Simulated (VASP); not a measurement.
# Se (P3_121) in VASP: notebook, part 3 of 3

VASP 6.6.1. Earlier steps stand in the parts before.

## Step 5: Relaxation of cell and atoms, LDA

The input, INCAR:

```
ALGO = Normal ; EDIFF = 1E-6
EDIFFG = -0.005 ; ENCUT = 600
IBRION = 2 ; ISIF = 3
ISMEAR = 0 ; LASPH = T
LCHARG = F ; LREAL = F
LWAVE = F ; NELM = 60
NSW = 60 ; PREC = Accurate
SIGMA = 0.02
```

The input, KPOINTS:

```
k-points
0
Gamma
  6 6 6
```

The input, POSCAR:

```
Se
1.0
    4.3662000000      0.0000000000      0.0000000000
   -2.1831000000      3.7812401180      0.0000000000
    0.0000000000      0.0000000000      4.9536000000
Se
3
Direct
    0.7746000000      0.7746000000      0.0000000000
    0.0000000000      0.2254000000      0.6666666667
    0.2254000000      0.0000000000      0.3333333333
```

Potentials or basis: VASP PAW LDA potentials, release 64 (Se).

Started as:

```console
cat potpaw_LDA.64/Se/POTCAR > POTCAR
mpirun -np 1 vasp_std > vasp.out
```

OUTCAR:

```text
EDIFF = 1E-6
   EDIFFG = -0.005
   ENCUT = 600
   IBRION = 2
   ISIF = 3
   ISMEAR = 0
   LASPH = T
   LREAL = F
   NELM = 60
   NSW = 60
   PREC = Accurate

 ion  position               nearest neighbor table
   1  0.775  0.775  0.000-   2 2.37   3 2.37
   2  0.000  0.225  0.667-   1 2.37   3 2.37
   3  0.225  0.000  0.333-   1 2.37   2 2.37

  LATTYP: Found a hexagonal cell.
 ALAT       =     4.3662000000
 C/A-ratio  =     1.1345334616

  Lattice vectors:

 A1 = (   4.3662000000,   0.0000000000,   0.0000000000)
 A2 = (  -2.1831000000,   3.7812401180,   0.0000000000)
 A3 = (   0.0000000000,   0.0000000000,   4.9536000000)

Analysis of symmetry for initial positions (statically):
=====================================================================
 Subroutine PRICEL returns:
 Original cell was already a primitive cell.

 Routine SETGRP: Setting up the symmetry group for a
 hexagonal supercell.

[... 662 lines left out ...]
      4      -0.6997      2.00000
      5       0.0328      2.00000
      6       1.0453      2.00000
      7       1.8116      2.00000
      8       3.8310      2.00000
      9       4.1544      2.00000
     10       6.2188      0.00000
     11       6.9897      0.00000
     12       8.0712      0.00000
     13      10.5073      0.00000

 [... further k-points ...]

[... ionic steps 4 to 15 ...]

--------------------------------------- Ionic step       16  -------------------------------------------

 number of electron      18.0000000 magnetization

 E-fermi :   4.5612     XC(G=0):  -9.9999
[... 462 lines left out ...]
--------------------------------------- Ionic step       18  -------------------------------------------

 number of electron      18.0000000 magnetization

 Free energy of the ion-electron system (eV)
  ---------------------------------------------------
  ext. energy  EPLUGINS =         0.00000000
  ---------------------------------------------------
  free energy    TOTEN  =       -12.47629926 eV

  energy without entropy =      -12.47629926  energy(sigma->0) =      -12.47629926

 E-fermi :   4.6050     XC(G=0): -10.0124

 val. band max:        4.4563131397   @ k =   0.3333   0.3333   0.5000
 cond. band min:       4.7269941109   @ k =   0.3333   0.3333   0.5000
 fundamental gap:      0.2706809712
 Fermi energy:         4.6049680707
[... 414 lines left out ...]
  FREE ENERGIE OF THE ION-ELECTRON SYSTEM (eV)
  ---------------------------------------------------
  free  energy   TOTEN  =       -12.4762992649 eV

  energy  without entropy=      -12.4762992649  energy(sigma->0) =      -12.47629926

 reached required accuracy - stopping structural energy minimisation
```

It took 5.5 min on 1 thread of Intel Xeon Platinum 8375C at 2.90GHz (Ice Lake), shared host; peak memory 0.21 GiB.

Results:

```yaml
Free_energy: -12.4763 eV
Relaxed_volume: 23.03 Å³/atom
Relaxed_cell: a = 3.946 Å, b = 3.946 Å, c = 5.123 Å, α = 90.00°, β = 90.00°, γ = 120.00°
Space_group_after_relaxing_to_0.05_Å: P3_121 (No. 152)
Energy_gained_by_relaxing: 50.9 meV/atom
Ionic_steps: 18
Pressure_after_relaxing: 0.0 GPa
Band_gap_on_the_k_mesh: 0.27 eV, direct
```

The path:
| step | energy change (eV) | largest force (eV/Å) | pressure (GPa) | volume (Å³) |
| --- | --- | --- | --- | --- |
| 1 | 0.0000 | 0.2621 | -1.06 | 81.78 |
| 2 | -0.0282 | 0.3215 | -0.57 | 79.65 |
| 3 | -0.0829 | 0.5155 | 1.66 | 73.45 |
| 4 | 0.0883 | 0.8860 | 11.23 | 61.83 |
| 5 | -0.0766 | 0.6482 | 2.80 | 71.93 |
| 6 | -0.0853 | 0.6011 | 2.65 | 71.65 |
| 7 | -0.1075 | 0.4721 | 2.33 | 70.78 |
| 8 | -0.1353 | 0.2602 | 1.91 | 69.05 |
| 9 | -0.1305 | 0.0210 | 2.16 | 65.57 |
| 10 | -0.1426 | 0.1156 | 1.89 | 67.40 |
| 11 | -0.1485 | 0.0702 | 1.15 | 68.16 |
| 12 | -0.1518 | 0.0143 | -0.13 | 69.58 |
| 13 | -0.1519 | 0.0022 | 0.03 | 69.38 |
| 14 | -0.1519 | 0.0001 | 0.07 | 69.34 |
| 15 | -0.1520 | 0.0001 | 0.07 | 69.31 |
| 16 | -0.1523 | 0.0002 | 0.05 | 69.24 |
| 17 | -0.1526 | 0.0005 | 0.02 | 69.10 |
| 18 | -0.1526 | 0.0004 | 0.01 | 69.08 |

Final structure:
```xyz
3
Lattice="3.9459 0.0000 0.0000 -1.9730 3.4173 0.0000 0.0000 0.0000 5.1233" Properties=species:S:1:pos:R:3 pbc="T T T"
Se    1.4670    2.5409    5.1233
Se   -0.5060    0.8764    3.4155
Se    1.0120    0.0000    1.7078
```

Caveat: the volume moved by over 15 % at a fixed basis, so the end points are rough; the volume moved by -16 % from the deposited cell, more than functionals usually miss. LDA usually gives volumes a few per cent too small.

## Step 6: Single point, HSE06

POSCAR is that of step 5.

The input, INCAR.step1:

```
SYSTEM = Se
ALGO     = Normal         ! electronic algorithm
EDIFF    = 1E-5           ! SCF threshold, eV
ENCUT    = 280            ! plane-wave cutoff, eV
GGA      = PE             ! functional
ISIF     = 2              ! what is computed and relaxed
ISMEAR   = 0              ! smearing method
LASPH    = .TRUE.         ! aspherical terms in the spheres
LREAL    = .FALSE.        ! projectors in reciprocal space
LWAVE    = .TRUE.         ! write WAVECAR
NBANDS   = 17             ! bands
NELM     = 100            ! most SCF steps
NKRED    = 1            
PREC     = Accurate       ! precision mode
SIGMA    = 0.01           ! smearing width, eV
```

The input, INCAR.step2:

```
SYSTEM = Se
ALGO     = Normal         ! electronic algorithm
EDIFF    = 1E-6           ! SCF threshold, eV
ENCUT    = 280            ! plane-wave cutoff, eV
GGA      = PE             ! functional
HFSCREEN = 0.2            ! screening, 1/A
ISIF     = 2              ! what is computed and relaxed
ISMEAR   = 0              ! smearing method
ISTART   = 1            
LASPH    = .TRUE.         ! aspherical terms in the spheres
LCHARG   = .FALSE.        ! write CHGCAR
LHFCALC  = .TRUE.         ! exact exchange
LREAL    = .FALSE.        ! projectors in reciprocal space
LWAVE    = .FALSE.        ! write WAVECAR
NBANDS   = 17             ! bands
NELM     = 100            ! most SCF steps
NKRED    = 1            
PREC     = Accurate       ! precision mode
PRECFOCK = Fast         
SIGMA    = 0.01           ! smearing width, eV
```

The input, KPOINTS:

```
k-points
0
G
  4 4 4
  0 0 0
```

Potentials or basis: VASP PAW PBE potentials, release 64 (Se).

Started as:

```console
cat potpaw_PBE.64/Se/POTCAR > POTCAR
cp INCAR.step1 INCAR
mpirun -np 1 vasp_std > vasp.out
cp INCAR.step2 INCAR
mpirun -np 1 vasp_std > vasp.out
```

It took 97 s on 1 thread of Intel Xeon 6975P-C (Granite Rapids), shared host; peak memory 0.23 GiB.

The run converged, but some of its settings lie outside the range that counts as converged, so its numbers aren't taken as properties of the crystal.

Results:

```
Free energy            : -13.2832 eV
Pressure               : 0.5 GPa
Largest force          : 0.185 eV/Å
Band gap on the k mesh : 1.96 eV, indirect (least direct gap 2.41 eV)
```

Caveat: the PAW data sets were made with another functional, which shifts forces and pressure a little.

## Step 7: The reference run

An earlier run on the cell as given: functional PBEsol; potentials or basis VASP PAW PBE potentials, release 64 (Se); cutoff 520 eV; k mesh 7 × 7 × 6; occupations fermi-dirac, width 0.05 eV; no spin polarisation.

* Pressure: 0.4 GPa
* Largest force: 0.333 eV/Å
* Band gap on the k mesh: 1.14 eV, indirect (least direct gap 1.43 eV)

## Step 8: The runs side by side

```csv
task,level,potentials or basis,cell,k mesh,cutoff (eV),smearing,ladder,gap on the mesh (eV),pressure (GPa),relaxed volume (Å³/atom),largest force (eV/Å)
relaxation of cell and atoms,PBEsol,"VASP PAW PBE potentials, release 64 (Se)",relaxed,6 × 6 × 6,600,gaussian 0.02 eV,gaps,0.38,0.0,23.95,0.01
relaxation of cell and atoms,LDA,"VASP PAW LDA potentials, release 64 (Se)",relaxed,6 × 6 × 6,600,gaussian 0.02 eV,gaps,0.27,0.0,23.03,-
single point,PBEsol,"VASP PAW PBE potentials, release 64 (Se)",as given,7 × 7 × 6,520,fermi-dirac 0.05 eV,free,1.14,0.4,-,0.33
```

Alike in all rows: no spin polarisation.

Caveats: the PAW data sets were made with another functional, which shifts forces and pressure a little (some runs); the volume moved by -12 % from the deposited cell, more than functionals usually miss (some runs); the volume moved by over 15 % at a fixed basis, so the end points are rough (some runs); the volume moved by -16 % from the deposited cell, more than functionals usually miss (some runs); an odd mesh through Γ misses points on the zone boundary, where band edges often lie (some runs).

Total energies depend on the potentials used, so only differences within one code and one set of settings carry meaning.
